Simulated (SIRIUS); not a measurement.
**Ag in SIRIUS: the effect of target pressure**

The system is Ag.

```
Ag
1.0
     0.00000    2.04275    2.04275
     2.04275    0.00000    2.04275
     2.04275    2.04275    0.00000
Ag
1
Direct
  0.00000 0.00000 0.00000
```

Alike in all runs:

* Program: SIRIUS 7.12.0
* Task: relaxation of cell and atoms
* Functional: PBE
* Potentials or basis: PseudoDojo 0.4.1 PBE standard (scalar relativistic)
* Cutoff: 1127 eV
* Density cutoff: 4507 eV
* k mesh: 6 × 6 × 6
* Occupations: fermi-dirac, width 0.05 eV
* Spin: no spin polarisation

Each run relaxes the cell or the atoms first.

```tsv
target pressure	relaxed volume (Å³/atom)
0 GPa	17.95
5 GPa	17.07
10 GPa	16.45
20 GPa	15.52
30 GPa	?
```

Task: What does the run with target pressure 30 GPa give?

Result: Relaxed volume 14.83 Å³/atom.

Worked out: In Murnaghan's law V^(-B') rises as a straight line in P. The other rows fit best with B' = 5.9, V0 = 17.95 Å³/atom and B0 = 87 GPa, which gives 14.87 Å³/atom at 30 GPa, against the run's 14.83.

Caveats: all runs use coarse meshes.
